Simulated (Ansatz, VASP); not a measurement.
## Two plane-wave programs on La2O3

INCAR

```
PREC = Accurate
ENCUT = 520
EDIFF = 1E-7
ISMEAR = -1
SIGMA = 0.05
LREAL = False
LASPH = True
NELM = 60
ALGO = Normal
ISIF = 2
LWAVE = False
LCHARG = True
GGA = PE
LELF = True
LVHAR = True
NBANDS = 28
```

Contents of KPOINTS:

```
regular mesh
0
Gamma
  5 5 8
```

Contents of POSCAR:

```
La2O3
1.0
    6.3702727145      0.0000000000      0.0000000000
   -3.1851363572      5.5168179998      0.0000000000
    0.0000000000      0.0000000000      3.2898942108
La O
2 3
Direct
    0.6631620000      0.3187910000      0.5085620000
    0.3356230000      0.6741470000      0.4968110000
    0.4984920000     -0.0050260000      0.0118160000
   -0.0036830000      0.5047740000     -0.0053610000
    0.4962820000      0.4996890000     -0.0035430000
```

The input input.yaml:

```yaml
crystal:
  lattice:
    - [6.3702727145, 0.0, 0.0]
    - [-3.1851363572, 5.5168179998, 0.0]
    - [0.0, 0.0, 3.2898942108]
  atoms:
    - { symbol: La, position: [0.663162, 0.318791, 0.508562] }
    - { symbol: La, position: [0.335623, 0.674147, 0.496811] }
    - { symbol: O, position: [0.498492, -0.005026, 0.011816] }
    - { symbol: O, position: [-0.003683, 0.504774, -0.005361] }
    - { symbol: O, position: [0.496282, 0.499689, -0.003543] }
hamiltonian:
  xc: pbe
  pseudopotentials: { kind: paw }
kpoints:
  mp_grid: { grid: [5, 5, 8] }
scf:
  occupations: { method: fermi_dirac, width: 0.05 }
output:
  forces: true
  stress: true
  eigenvalues: true
```

Change from the starting cell: atoms moved at random, drawn with an rms of 0.05 Å.

Alike in both runs: task single point; functional PBE; k mesh 5 × 5 × 8; occupations fermi-dirac, width 0.05 eV; no spin polarisation.

|  | VASP | Ansatz |
| --- | --- | --- |
| version | VASP 6.6.1 | Ansatz 0.2.0 |
| potentials or method | VASP PAW PBE potentials, release 64 (La, O) | Ansatz PAW |
| plane-wave cutoff (eV) | 520 | 420 |
| valence electrons in the cell | 40 | 40 |

|  | VASP | Ansatz | Ansatz less VASP |
| --- | --- | --- | --- |
| gap on the k mesh at the Fermi level (eV) | 1.63 | 1.62 | -0.013 |
| least direct gap on the mesh (eV) | 2.03 | 2.03 | -0.001 |
| pressure (GPa) | -0.1 | 0.1 | +0.21 |
| largest component of the traceless stress (GPa) | 2.19 | 2.22 | +0.027 |
| rms of the force components (eV/Å) | 0.485 | 0.485 | +0.0006 |

Atom by atom the forces differ by 0.001 eV/Å (rms over components). The functional is the same, so the differences come from potentials, cutoffs and numerics.

Caveats: spin-orbit coupling is left out, which moves the levels of the heavy elements; an odd mesh through Γ misses points on the zone boundary, where band edges often lie (VASP); odd divisions of the mesh miss points on the zone boundary, where band edges often lie, so the gap on the mesh can be too wide (Ansatz); the pressure holds a Pulay correction of +0.3 GPa for the finite cutoff (Ansatz).
